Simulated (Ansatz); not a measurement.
C (P6/mmm), zone-centre modes

The calculation used DFT PBE, scalar-relativistic, plane waves, PAW (Ansatz 0.2.0). Cutoff 420 eV, Γ-centred 12×12×10 k-points, Gaussian smearing of 0.15 eV. No spin polarisation.

The undisturbed cell (relaxed at this level; this form isn't the usual structure):

```
CELL_PARAMETERS angstrom
4.83717 0.00000 0.00000
-2.41859 4.18911 0.00000
0.00000 0.00000 4.17248
ATOMIC_POSITIONS crystal
C 0.66667 0.33333 0.18393
C 0.33333 0.66667 0.18393
C 0.66667 0.33333 0.81607
C 0.33333 0.66667 0.81607
C 0.50000 0.50000 0.34046
C 0.00000 0.50000 0.34046
C 0.50000 0.00000 0.34046
C 0.50000 0.50000 0.65954
C 0.50000 0.00000 0.65954
C 0.00000 0.50000 0.65954
```

Harmonic modes by finite displacements of 0.02 Å, without the LO–TO term.

Problem. At this geometry, is the structure stable against these modes?

Solution. No: 1 mode is unstable, the strongest at 201i cm⁻¹.

Problem. List the wavenumbers in cm⁻¹.

Solution. 201i, 0, 0, 0, 559, 559, 601, 651, 651, 745, 745, 759, 759, 859, 859, 859, 958, 958, 977, 1010, 1010, 1141, 1188, 1211, 1211, 1236, 1253, 1576, 1576, 1644.

Cost: 1 run of about 6.8 core-minutes, on Intel Xeon Platinum 8259CL (Skylake/Cascade Lake) (shared hosts).